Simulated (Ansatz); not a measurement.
# Bi2Te3 (Tellurobismuthite) (R-3m) in Ansatz: convergence with wavefunction cutoff

Aim: find how far wavefunction cutoff must go before the results for Bi2Te3 (Tellurobismuthite) settle, at PBE. This setting moves, with any that are tied to it; all else stays.

Program: Ansatz 0.2.0. These are calculated values, not measurements. Logs are shortened: lines on timing, memory, paths and dates and some standing lists are left out, and cuts for length are marked.

## 1. Starting point

The structure is trigonal, space group R-3m (No. 166). Conventional cell: a = 4.386 Å, b = 4.386 Å, c = 30.497 Å, α = 90.00°, β = 90.00°, γ = 120.00°. Bi (site symmetry 3m) is surrounded by 6 Te at 3.07 to 3.25 Å. Te (site symmetry 3m) has 3 Bi at 3.07 Å as nearest neighbours. Around Te (site symmetry -3m) lie 6 Bi at 3.25 Å.

## 2. With wavefunction cutoff 400 eV

Contents of input.yaml:

```yaml
crystal:
  lattice:
    - [2.193, 1.2661291403, 10.1656666667]
    - [-2.193, 1.2661291403, 10.1656666667]
    - [0.0, -2.5322582807, 10.1656666667]
  atoms:
    - { symbol: Bi, position: [0.6, 0.6, 0.6] }
    - { symbol: Bi, position: [0.4, 0.4, 0.4] }
    - { symbol: Te, position: [0.7905, 0.7905, 0.7905] }
    - { symbol: Te, position: [0.2095, 0.2095, 0.2095] }
    - { symbol: Te, position: [0.0, 0.0, 0.0] }
hamiltonian:
  xc: pbe
  pseudopotentials: { kind: nc, accuracy: standard }
kpoints:
  mp_grid: { grid: [6, 6, 6] }
scf:
  occupations: { method: fermi_dirac, width: 0.1 }
output:
  forces: true
  stress: true
  eigenvalues: true
basis:
  ecutwfc: "400 eV"
```

Potentials or basis: PseudoDojo standard (PBE files).

Command:

```sh
ansatz run input.yaml --threads 2 --pin off --max-ram 5632MiB --backend cpu --events-out ev --progress --plain --runs-dir out
```

What it wrote:

```text
Warning: basis.ecutwfc = 400 eV is below the records' recommended 1120 eV, and the density's cutoff is lower with it unless basis.ecutrho_ratio is high enough to keep the records' density cutoff: compare with a run at a higher cutoff
Warning: RAYON_NUM_THREADS=2 ignored (pool sized by the plan → 2); use --threads N
basis.fft_grid_basis auto: the FFT boxes are laid along the combinations [[1, 0, -1], [0, 1, -1], [0, 0, 1]] of the cell's own vectors, 4.386, 4.386 and 10.476 Å long. The dense box has 30×30×72 points. Along the cell's own vectors, as sized, it would have 72×72×72, 5.76 times as many. Of the 12 symmetry operations that the crystal satisfies within crystal.symmetry.tolerance (time reversal apart; of a slab, those that keep its plane) the dense box along the cell's own vectors carries 12, and the one as laid loses 8 of those. basis.fft_grid_basis: typed keeps the cell's own vectors: state it where this run's energies or levels are differenced outside the engine with another run's, or held beside a run that keeps those vectors.
Engine: ansatz 0.2.0, x86_64-unknown-linux-gnu
Pseudopotentials: kind: nc
Pseudopotential: Bi, nc, valence charge 15, recommended cutoff 897.975746 eV (normal), Bi.nc.azcp (PseudoDojo's, or run here from an input of PseudoDojo's; its table is named by hamiltonian.pseudopotentials.accuracy)
Pseudopotential: Te, nc, valence charge 16, recommended cutoff 1120 eV (normal), Te.nc.azcp (PseudoDojo's, or run here from an input of PseudoDojo's; its table is named by hamiltonian.pseudopotentials.accuracy)
Functional definition: PBE
  parameter kappa = 0.804
  parameter beta = 0.06672455060314922
  exchange = pbe_x(kappa = kappa, mu = beta*pi^2/3)
  correlation = pbe_c(beta = beta)
Crystal: 5 atoms, lattice volume = 169.357 Å³
Basis set: ecut = 400 eV, 3075 PW (Γ), FFT grids on a1−a3, a2−a3, a3, exchange–correlation on 60×60×144 points (8 copies of the dense FFT grid, shifted against one another)
Bands: 47, of which v1, the nominal top of the filled ones, is band 39 counted from 1 (38 counted from 0)
Symmetry: 12 space group operations
Space group: R-3m (ITA 166), of the structure as read, at distance tolerance 5.5e-5 Å
k-points: 32 of 216
Non-local potential: Bi, projectors of the file, l = 0: 3, l = 1: 2, l = 2: 2, l = 3: 1
Non-local potential: Te, projectors of the file, l = 0: 3, l = 1: 2, l = 2: 2, l = 3: 2
Initial density: superposition of atomic densities (chi_scale 0.1, normalization cell, long waves kept (reshape's long-wave potential 0.06 eV rms))
Initial wavefunctions: pseudopotential atomic-orbital guess
Functional: x = pbe(κ = 0.804, μ = 0.2195149727645171), c = pbe(β = 0.06672455060314922)
SCF iter   1: F=—  HF=-12738.781677 eV  |F-HF|=—  |Δ(HF+E_count)|=         —  Δρ=3.47e-1  dr2=5.56e1  ethr=3.10e-3  ⟨swp⟩=7.3  Hψ=6509  notcnv=0
preconditioner: auto → Resta (q_TF=auto, 2.398 Å⁻¹)  ε∞=4.1  [insulator: Δε(μ)=0.407 eV  Ē_g=8.628 eV  σ=0.100 eV  W_gap=0.77  n_scr=42 (ndim 8)  ℏωp=15.1 eV  f_vac=0.014  D(μ)=0.05/eV (n_scr^D=0)  ε∞_Penn≈4.1]
SCF iter   2: F=—  HF=-12713.652385 eV  |F-HF|=—  |Δ(HF+E_count)|=    2.51e1  Δρ=1.71e-1  dr2=1.24e1  ethr=3.10e-3  ⟨swp⟩=2.7  Hψ=3294  notcnv=0  defer=7
SCF iter   3: F=—  HF=-12706.549526 eV  |F-HF|=—  |Δ(HF+E_count)|=    7.10e0  Δρ=1.08e-2  dr2=3.31e-2  ethr=3.10e-3  ⟨swp⟩=2.0  Hψ=2995  notcnv=0  defer=7
SCF iter   4: F=—  HF=-12706.535664 eV  |F-HF|=—  |Δ(HF+E_count)|=   1.39e-2  Δρ=1.49e-3  dr2=8.70e-3  ethr=4.24e-5  ⟨swp⟩=2.4  Hψ=2754  notcnv=0  defer=7
SCF iter   5: F=—  HF=-12706.534965 eV  |F-HF|=—  |Δ(HF+E_count)|=   6.99e-4  Δρ=7.12e-4  dr2=2.32e-3  ethr=1.11e-5  ⟨swp⟩=1.7  Hψ=1622  notcnv=0  defer=7
SCF iter   6: F=—  HF=-12706.534792 eV  |F-HF|=—  |Δ(HF+E_count)|=   1.73e-4  Δρ=2.43e-4  dr2=1.17e-4  ethr=2.97e-6  ⟨swp⟩=1.0  Hψ=1498  notcnv=0  defer=7
SCF iter   7: F=—  HF=-12706.534813 eV  |F-HF|=—  |Δ(HF+E_count)|=   2.06e-5  Δρ=5.00e-5  dr2=5.45e-6  ethr=1.50e-7  ⟨swp⟩=2.3  Hψ=2060  notcnv=0  defer=7
SCF iter   8: F=—  HF=-12706.534742 eV  |F-HF|=—  |Δ(HF+E_count)|=   7.11e-5  Δρ=1.74e-5  dr2=4.69e-7  ethr=6.98e-9  ⟨swp⟩=2.0  Hψ=2749  notcnv=0  defer=7
SCF iter   9: F=-12706.534742 eV  HF=-12706.534742 eV  |F-HF|=4.50e-8  |Δ(HF+E_count)|=   3.55e-7  Δρ=3.73e-6  dr2=3.50e-8  ethr=1.28e-10  ⟨swp⟩=7.4  Hψ=6580  notcnv=0
SCF 1 converged in 9 iterations: F = -12706.534742 eV  dr2 = 3.50e-8
SCF converged after 9 iterations
Free energy (F): -12706.534742 eV
Harris-Foulkes:  -12706.534742 eV  (|F-HF|=4.50e-8)
Internal energy: -12706.530658 eV  (E = F + TS)
E sigma→0 (E₀):  -12706.532700 eV
Entropy (-TS):   -0.004084 eV (-0.817 meV/atom)
Fermi energy:    9.684115 eV
--- Per-component energies (eV) ---
  E_band       = -935.129803
  E_kinetic    = 6131.748561
  E_local      = -8384.859630  (includes V_loc(G=0)·N_el)
  E_nonlocal   = -2605.954336
  E_hartree    = 2881.155372
  E_xc         = -3086.596953
  E_vxc        = -1838.371084  (∫ρ·V_xc dr)
  E_ewald      = -7642.023672
  E_smearing   = -0.004084  (= −TS)
  E_closure    = 0.000000  (closes the sum)
  Σ components = -12706.534742   (vs F -12706.534742, Δ=0.00e0)
--- Forces (eV/Å), atoms counted from 1 ---
  atom   1  Bi    -0.00000000     0.00000000    -0.10858801
  atom   2  Bi    -0.00000000    -0.00000000     0.10858801
  atom   3  Te     0.00000000     0.00000000    -0.21589645
  atom   4  Te     0.00000000    -0.00000000     0.21589645
  atom   5  Te     0.00000000     0.00000000    -0.00000000
  max |Σ_I F_I| component: 6.94e-18 eV/Å
--- Stress (GPa, compression-positive) ---
        0.522642       0.000000      -0.000000
        0.000000       0.522642       0.000000
       -0.000000       0.000000      -0.861458
  P = ⅓ Tr σ = 0.0613 GPa (0.613 kbar)
--- Band table (eV; the first three rows and the last of 32) ---
  k-point 0: bands = ["-26.4059", "-26.4059", "-26.3412", "-26.3412", "-26.0585", "-25.8555", "-25.8555", "-25.6504", "-25.6203", "-25.6203", "-25.6112", "-25.6112", "-25.4948", "-25.2627", "-25.2627", "-13.5828", "-13.5828", "-13.5223", "-13.5223", "-13.4942", "-13.4942", "-13.4788", "-13.4503", "-13.4059", "-13.4059", "-3.9446", "-3.2226", "-2.2010", "0.2386", "0.7202", "7.2431", "7.4455", "7.8690", "7.8690", "7.9112", "7.9112", "8.7221", "8.7221", "9.5096", "9.7827", "10.3673", "10.3673", "11.5661", "11.6974", "11.6974", "14.8379", "15.3321"]
  k-point 1: bands = ["-26.1373", "-26.0947", "-26.0776", "-26.0481", "-25.9022", "-25.8764", "-25.7854", "-25.7246", "-25.7098", "-25.5774", "-25.5585", "-25.4678", "-25.4257", "-25.3215", "-25.2831", "-13.5196", "-13.5098", "-13.5031", "-13.4895", "-13.4789", "-13.4710", "-13.4599", "-13.4425", "-13.4374", "-13.4027", "-3.7094", "-3.0268", "-2.0476", "0.0305", "0.5065", "6.3848", "6.4312", "7.0354", "7.1989", "7.8818", "8.1350", "8.4945", "8.5542", "8.9881", "10.7465", "10.9546", "11.1377", "11.5662", "11.6734", "12.4693", "14.1785", "15.0237"]
  k-point 2: bands = ["-26.3039", "-26.2122", "-26.1846", "-26.0869", "-26.0574", "-25.9995", "-25.9292", "-25.8404", "-25.7980", "-25.7332", "-25.7024", "-25.5759", "-25.5626", "-25.4578", "-25.4466", "-13.5744", "-13.5678", "-13.5621", "-13.5313", "-13.5290", "-13.4963", "-13.4880", "-13.4590", "-13.4468", "-13.4340", "-3.0335", "-2.5353", "-1.6796", "-0.6981", "-0.0677", "5.0232", "6.0340", "6.2050", "6.6693", "7.0510", "7.0712", "8.1975", "8.6535", "8.9238", "10.4484", "10.9577", "11.4175", "12.4048", "12.6601", "13.4796", "13.6341", "15.1095"]
  k-point 31: bands = ["-26.2230", "-25.9938", "-25.9938", "-25.9744", "-25.9744", "-25.7985", "-25.6769", "-25.6769", "-25.6293", "-25.5375", "-25.5375", "-25.5317", "-25.5317", "-25.2537", "-25.2537", "-13.5093", "-13.5039", "-13.5009", "-13.5009", "-13.4711", "-13.4711", "-13.4226", "-13.4226", "-13.4181", "-13.4181", "-3.7965", "-3.5453", "-1.7625", "-0.4758", "1.2247", "6.8021", "7.7463", "7.7463", "7.9484", "8.2283", "8.2283", "8.4306", "8.4306", "9.0347", "10.3948", "10.7928", "10.7928", "11.2373", "11.3128", "11.3128", "14.7644", "15.6928"]
```

It took 15 s on 2 threads of Intel Xeon at 2.50GHz (Skylake/Cascade Lake), shared host; peak memory 0.46 GiB.

What came out:

```yaml
Free_energy: -12706.5347 eV
Pressure: 0.1 GPa
Largest_force: 0.216 eV/Å
Band_gap_on_the_k_mesh: 0.27 eV, direct
```

## 3. With wavefunction cutoff 500 eV

Edit input.yaml of step 2 so:

```diff
@@ -23,2 +23,2 @@
 basis:
-  ecutwfc: "400 eV"
+  ecutwfc: "500 eV"
```

Potentials or basis: PseudoDojo standard (PBE files).

Command:

```sh
ansatz run input.yaml --threads 2 --pin off --max-ram 5632MiB --backend cpu --events-out ev --progress --plain --runs-dir out
```

Run time: 21 s. Hardware: 2 threads of Intel Xeon at 2.50GHz (Skylake/Cascade Lake), shared host; peak memory 0.53 GiB.

Results:

| Property | Result |
| --- | --- |
| Free energy | -12906.6252 eV |
| Pressure | 1.3 GPa |
| Largest force | 0.106 eV/Å |
| Band gap on the k mesh | 0.29 eV, direct |

## 4. With wavefunction cutoff 600 eV

Edit input.yaml of step 3 so:

```diff
@@ -23,2 +23,2 @@
 basis:
-  ecutwfc: "500 eV"
+  ecutwfc: "600 eV"
```

Command:

```sh
ansatz run input.yaml --threads 2 --pin off --max-ram 5632MiB --backend cpu --events-out ev --progress --plain --runs-dir out
```

It took 25 s on 2 threads of Intel Xeon at 2.50GHz (Skylake/Cascade Lake), shared host; peak memory 0.62 GiB.

Results:

| Quantity | Value |
| --- | --- |
| Free energy | -12980.6709 eV |
| Pressure | 1.6 GPa |
| Largest force | 0.056 eV/Å |
| Band gap on the k mesh | 0.29 eV, direct |

## 5. With wavefunction cutoff 700 eV

Edit input.yaml of step 4 so:

```diff
@@ -23,2 +23,2 @@
 basis:
-  ecutwfc: "600 eV"
+  ecutwfc: "700 eV"
```

Command:

```sh
ansatz run input.yaml --threads 2 --pin off --max-ram 5632MiB --backend cpu --events-out ev --progress --plain --runs-dir out
```

Wall time 27 s (2 threads of Intel Xeon at 2.50GHz (Skylake/Cascade Lake), shared host); peak memory 0.71 GiB.

What came out:

```
Free energy            : -13001.9196 eV
Pressure               : 1.8 GPa
Largest force          : 0.044 eV/Å
Band gap on the k mesh : 0.29 eV, direct
```

## 6. With wavefunction cutoff 850 eV

Edit input.yaml of step 5 so:

```diff
@@ -23,2 +23,2 @@
 basis:
-  ecutwfc: "700 eV"
+  ecutwfc: "850 eV"
```

Potentials or basis: PseudoDojo standard (PBE files).

Command:

```sh
ansatz run input.yaml --threads 2 --pin off --max-ram 5632MiB --backend cpu --events-out ev --progress --plain --runs-dir out
```

Run time: 35 s. Hardware: 2 threads of Intel Xeon at 2.50GHz (Skylake/Cascade Lake), shared host; peak memory 0.88 GiB.

Results (log left out):

```
Free energy            : -13006.8699 eV
Pressure               : 1.8 GPa
Largest force          : 0.038 eV/Å
Band gap on the k mesh : 0.29 eV, direct
```

## 7. With wavefunction cutoff 1000 eV

Edit input.yaml of step 6 so:

```diff
@@ -23,2 +23,2 @@
 basis:
-  ecutwfc: "850 eV"
+  ecutwfc: "1000 eV"
```

Command:

```sh
ansatz run input.yaml --threads 2 --pin off --max-ram 5632MiB --backend cpu --events-out ev --progress --plain --runs-dir out
```

Wall time 44 s (2 threads of Intel Xeon at 2.50GHz (Skylake/Cascade Lake), shared host); peak memory 1 GiB.

Results (log left out):

```yaml
Free_energy: -13007.0489 eV
Pressure: 1.8 GPa
Largest_force: 0.037 eV/Å
Band_gap_on_the_k_mesh: 0.29 eV, direct
```

## 8. With wavefunction cutoff 1200 eV

Edit input.yaml of step 7 so:

```diff
@@ -23,2 +23,2 @@
 basis:
-  ecutwfc: "1000 eV"
+  ecutwfc: "1200 eV"
```

Command:

```sh
ansatz run input.yaml --threads 2 --pin off --max-ram 5632MiB --backend cpu --events-out ev --progress --plain --runs-dir out
```

It took 56 s on 2 threads of Intel Xeon at 2.50GHz (Skylake/Cascade Lake), shared host; peak memory 1.2 GiB.

Results (log left out):

```
Free energy            : -13007.0516 eV
Pressure               : 1.8 GPa
Largest force          : 0.037 eV/Å
Band gap on the k mesh : 0.29 eV, direct
```

## 9. With wavefunction cutoff 1400 eV

Edit input.yaml of step 8 so:

```diff
@@ -23,2 +23,2 @@
 basis:
-  ecutwfc: "1200 eV"
+  ecutwfc: "1400 eV"
```

Potentials or basis: PseudoDojo standard (PBE files).

Command:

```sh
ansatz run input.yaml --threads 2 --pin off --max-ram 5632MiB --backend cpu --events-out ev --progress --plain --runs-dir out
```

Run time: 73 s. Hardware: 2 threads of Intel Xeon at 2.50GHz (Skylake/Cascade Lake), shared host; peak memory 1.5 GiB.

The run converged. Its results:

```
Free energy            : -13007.0529 eV
Pressure               : 1.8 GPa
Largest force          : 0.037 eV/Å
Band gap on the k mesh : 0.29 eV, direct
```

## 10. With wavefunction cutoff 1700 eV

Edit input.yaml of step 9 so:

```diff
@@ -23,2 +23,2 @@
 basis:
-  ecutwfc: "1400 eV"
+  ecutwfc: "1700 eV"
```

Command:

```sh
ansatz run input.yaml --threads 2 --pin off --max-ram 5632MiB --backend cpu --events-out ev --progress --plain --runs-dir out
```

Run time: 94 s. Hardware: 2 threads of Intel Xeon at 2.50GHz (Skylake/Cascade Lake), shared host; peak memory 1.9 GiB.

Results (log left out):

| Quantity | Value |
| --- | --- |
| Free energy | -13007.0548 eV |
| Pressure | 1.8 GPa |
| Largest force | 0.037 eV/Å |
| Band gap on the k mesh | 0.29 eV, direct |

## 11. The series at a glance

```
wavefunction cutoff  energy less the tightest run, at zero smearing (meV/atom)  pressure (GPa)  largest force (eV/Å)  gap on the mesh (eV)  SCF cycles  CPU time (s)  peak memory (GiB)
             400 eV                                                   60103.97            0.06                 0.216                 0.273           9            23               0.46
             500 eV                                                   20085.90            1.35                 0.106                 0.285           9            30               0.53
             600 eV                                                    5276.78            1.59                 0.056                 0.288          10            41               0.62
             700 eV                                                    1027.05            1.78                 0.044                 0.287           9            51               0.71
             850 eV                                                      36.98            1.83                 0.038                 0.286           8            64               0.88
            1000 eV                                                       1.19            1.84                 0.037                 0.286           8            79                  1
            1200 eV                                                       0.65            1.84                 0.037                 0.286           8           110                1.2
            1400 eV                                                       0.39            1.84                 0.037                 0.286           8           140                1.5
            1700 eV                                                       0.00            1.84                 0.037                 0.286           8           180                1.9
```

Against the tightest run, the energy stays within 1 meV/atom from 1200 eV on; the pressure stays within 0.1 GPa from 700 eV on; the largest force stays within 0.005 eV/Å from 850 eV on; the gap on the mesh stays within 0.01 eV from 500 eV on. The tightest run that finished is the yardstick and may itself not be fully converged.

Caveats: spin-orbit coupling is left out, which as a rule narrows the gap of such compounds by several tenths of an eV.
